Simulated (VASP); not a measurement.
Set up this calculation in VASP 6.6.1, as the native input.

| Item | Value |
| --- | --- |
| Task | single point |
| Functional | PBE |
| Potentials or basis | VASP PAW PBE potentials, release 64 (Li_sv, H) |
| Cutoff | 520 eV |
| k mesh | 12 × 12 × 6 |
| Occupations | fermi-dirac, width 0.02 eV |
| Spin | no spin polarisation |
| Dipole correction | no |
| Further INCAR settings | ALGO = Fast; EDIFF = 1e-07; NBANDS = 12 |

The structure of LiH lies in POSCAR:

```
LiH
1.0
    3.2294357923      0.0000000000      0.0000000000
   -1.6147178961      2.7967734360      0.0000000000
    0.0000000000      0.0000000000      4.0373295223
Li H
2 2
Direct
    0.3333333333      0.6666666667      0.2500000000
    0.6666666667      0.3333333333      0.7500000000
    0.6666666667      0.3333333333      0.2500000000
    0.3333333333      0.6666666667      0.7500000000
```

The cell was built by a generator and needn't be a form met in nature.

The cell isn't the ideal one: hydrostatic strain -0.8%.

One way to write it, as run:

INCAR

```
SYSTEM = LiH
PREC     = Accurate       ! precision mode
ENCUT    = 520            ! plane-wave cutoff, eV
EDIFF    = 1E-7           ! SCF threshold, eV
ISMEAR   = -1             ! smearing method
SIGMA    = 0.02           ! smearing width, eV
LREAL    = .FALSE.        ! projectors in reciprocal space
LASPH    = .TRUE.         ! aspherical terms in the spheres
NELM     = 100            ! most SCF steps
ALGO     = Fast           ! electronic algorithm
ISIF     = 2              ! what is computed and relaxed
LWAVE    = .FALSE.        ! write WAVECAR
LCHARG   = .FALSE.        ! write CHGCAR
GGA      = PE             ! functional
NBANDS   = 12             ! bands
```

KPOINTS

```
regular mesh
0
G
  12 12 6
  0 0 0
```

Potentials or basis: VASP PAW PBE potentials, release 64 (Li_sv, H).

The run is started by

```console
$ cat potpaw_PBE.64/Li_sv/POTCAR potpaw_PBE.64/H/POTCAR > POTCAR
$ mpirun -np 1 vasp_std > vasp.out
```

Results of the run:

```yaml
Band_gap_on_the_k_mesh: 1.79 eV, indirect (least direct gap 3.05 eV)
```

Run time: 50 s on 1 thread of Intel(R) Xeon(R) Platinum 8488C (Sapphire Rapids) (shared host), peak memory 0.15 GiB.
